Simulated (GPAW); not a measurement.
Input of a GPAW 26.7.0 run:

File run.py:

```python
from ase.eos import EquationOfState
from ase.io import Trajectory, read
from ase.units import GPa
from gpaw import GPAW, PW

atoms = read('HgSe.xyz')

traj = Trajectory('eos.traj', 'w')
volumes, energies = [], []
for x in [0.94, 0.96, 0.98, 1.0, 1.02, 1.04, 1.06]:
    a = atoms.copy()
    a.set_cell(atoms.cell * x**(1 / 3), scale_atoms=True)
    calc = GPAW(mode=PW(800),
                xc='LDA',
                kpts={'size': (6, 6, 6), 'gamma': True},
                occupations={'name': 'fermi-dirac', 'width': 0.05},
                setups='hgh',
                nbands=-9,
                convergence={'density': 1e-05, 'energy': 1e-05},
                maxiter=150,
                txt=f'eos-{x:.2f}.txt')
    a.calc = calc
    energies.append(a.get_potential_energy(force_consistent=True))
    volumes.append(a.get_volume())
    p = -a.get_stress()[:3].mean() / GPa
    calc.write(f'eos-{x:.2f}.gpw')
    traj.write(a)
    print(f'{x:.2f} {volumes[-1]:10.4f} A^3 {energies[-1]:14.6f} eV {p:9.3f} GPa', flush=True)

v0, e0, B = EquationOfState(volumes, energies, eos='birchmurnaghan').fit()
print(f'V0 = {v0:.4f} A^3, E0 = {e0:.6f} eV, B0 = {B / GPa:.2f} GPa')
```

Contents of HgSe.xyz:

```xyz
2
Lattice="0.0000000000 3.0390000000 3.0390000000 3.0390000000 0.0000000000 3.0390000000 3.0390000000 3.0390000000 0.0000000000" Properties=species:S:1:pos:R:3 pbc="T T T"
Hg     0.0000000000      0.0000000000      0.0000000000
Se     4.5585000000      4.5585000000      4.5585000000
```

Potentials or basis: HGH pseudopotentials, pw.

Run with:

```bash
$ OMP_NUM_THREADS=1 python run.py
```

(1) What does it give for the equilibrium volume?

## Answers

(1) outside the volumes run.

Caveat: HGH potentials are hard and often keep d shells in the core, so these values are rough.
